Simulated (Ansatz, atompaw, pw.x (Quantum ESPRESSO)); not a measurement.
**zinc (Zn) (bcc): variants of one PAW (atompaw) potential in the solid**

- Element: Zn (Z = 30)
- Generator: atompaw 4.2.0.5
- Type: PAW
- Functional: PBE
- Relativity: scalar-relativistic
- Frozen core: [Ar]
- Valence charge: 12
- Reference configuration: 3d10 4s2 4p0
- Partial waves: 4s (bound): rc 2.65 bohr; 4s channel at -0.05 Ry: rc 2.80 bohr; 4p (bound, empty): rc 2.80 bohr; 4p channel at 3.55 Ry: rc 2.80 bohr; 3d (bound): rc 1.40 bohr; 3d channel at 2.2 Ry: rc 1.40 bohr
- Local potential: troulliermartins scheme with l = 3 at 0 Ry, radius 2.40 bohr
- Core correction: smooth core density matched at 1.60 bohr
- Augmentation charge: sinc compensation charge, radius 2.75 bohr; PAW radius 2.80 bohr; waves and projectors: custom polynom vanderbiltortho

Crystal test: bcc Zn in pw.x 7.5, no spin, 15³ k-points, Fermi–Dirac smearing 0.01 Ry, cutoffs set for each file from its atomic test. The reference is all-electron LAPW (Ansatz 0.2.0) with the same functional, mesh and smearing; V0 and B0 come from Birch–Murnaghan fits to the pressures at five volumes. Errors are pseudo minus all-electron; Δ is the rms difference of the E(V) curves that follow from these fits, minima aligned, over ±6 % about the mean V0. Mesh and smearing are coarse, so the numbers serve the comparison and aren't converged zero-temperature values; the lattice is a test structure that the element need not adopt.

All-electron: a0 = 3.134 Å (V0 = 15.39 Å³/atom), B0 = 64.0 GPa.

Base: The largest radius (2.80 bohr) exceeds half the bond length (2.56 bohr), so the spheres overlap, which is one possible source of error among others. This is a poor potential for the solid. The logarithmic derivative shows an extra or strongly shifted pseudo pole above the reference energy (s near 1.52 Ry).

1 further variants are left out: they gave no file fit for a test, a broken result, the same result as the base, or pressures whose basis-set error rivals the error shown.

| change | cutoffs (Ry) | pw.x | a0 (Å) | a0 error (%) | B0 error (%) | Δ (meV/atom) | mean pressure error (GPa) |
| --- | --- | --- | --- | --- | --- | --- | --- |
| base | 170/900 | converged | 3.141 | +0.23 | -13.9 | 1.4 | +0.28 |
| wave 4p channel at 3.55 Ry: rc 2.80 bohr becomes 4p channel at 3.55 Ry: rc 1.60 bohr | 170/900 | converged | 3.137 | +0.12 | -11.5 | 0.8 | +0.10 |

Q: Give the row for: wave 4p channel at 3.55 Ry: rc 2.80 bohr becomes 4p channel at 3.55 Ry: rc 1.82 bohr.

A: pw.x: converged; mean pressure error (GPa): +0.27; a0 (Å): 3.140; a0 error (%): +0.22; B0 error (%): -13.3; Δ (meV/atom): 1.3.
